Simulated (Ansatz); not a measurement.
Sn, 2 atoms in the cell. It takes space group I4_1/amd (No. 141, tetragonal). Conventional cell: a = 5.880 Å, b = 5.880 Å, c = 3.199 Å, α = 90.00°, β = 90.00°, γ = 90.00°. Around Sn (site symmetry -4m2) lie 6 Sn at 3.05 to 3.20 Å. 

| Item | Value |
| --- | --- |
| Program | Ansatz 0.2.0 |
| Task | single point |
| Functional | PBE0 |
| Potentials or basis | Ansatz PAW |
| Cutoff | 420 eV (not typed: the program's choice for these potentials) |
| k mesh | 5 × 5 × 5 |
| Occupations | fermi-dirac, width 0.05 eV |
| Spin | no spin polarisation |

Potentials or basis: Ansatz PAW.

The run is started by

```console
$ ansatz run input.yaml --threads 2 --pin off --max-ram 5632MiB --backend cpu --events-out ev --progress --plain --runs-dir out
```

Hardware: 2 threads of Intel(R) Xeon(R) Processor @ 2.50GHz (Skylake/Cascade Lake), with other jobs on the host.

Q: How long does it take, and how much memory?

A: Run time: 80 s on 2 threads of Intel(R) Xeon(R) Processor @ 2.50GHz (Skylake/Cascade Lake), on a shared host, peak memory 1 GiB. Counts: scf iterations 26, plane waves 1109, k points 18, bands 18.
